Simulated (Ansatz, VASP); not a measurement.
## One calculation of Au, two programs

```xyz
1
Lattice="0.0000 2.0622 2.0622 2.0622 0.0000 2.0622 2.0622 2.0622 0.0000" Properties=species:S:1:pos:R:3 pbc="T T T"
Au    0.0000    0.0000    0.0000
```

Alike in both runs: functional r2SCAN; k mesh 18 × 18 × 18; occupations gaussian, width 0.1 eV; no spin polarisation.

Ansatz relaxed the structure, and its values are those at the end. VASP's run is a single point on that final structure, the one shown.

|  | VASP | Ansatz |
| --- | --- | --- |
| version | VASP 6.6.1 | Ansatz 0.2.0 |
| potentials or method | VASP PAW PBE potentials, release 64 (Au) | scalar-relativistic, plane waves, PAW |
| plane-wave cutoff (eV) | 520 | 500 |
| valence electrons in the cell | 11 | 19 |

Ansatz gave:

* gap on the k mesh at the Fermi level (eV): none
* pressure (GPa): 0.0

Problem. Which values does VASP return?

Solution. gap on the k mesh at the Fermi level (eV): none; pressure (GPa): 0.3.

A gap of «none» marks a metal or a gap that the smearing closes. With one functional, cell and mesh, what is left measures potentials, basis and numerics. The two sets of potentials don't hold the same shells in valence.

Caveats: the PAW data sets were made with another functional, which shifts forces and pressure a little (VASP). The runs have no spin-orbit coupling, so splittings on Au are missing.
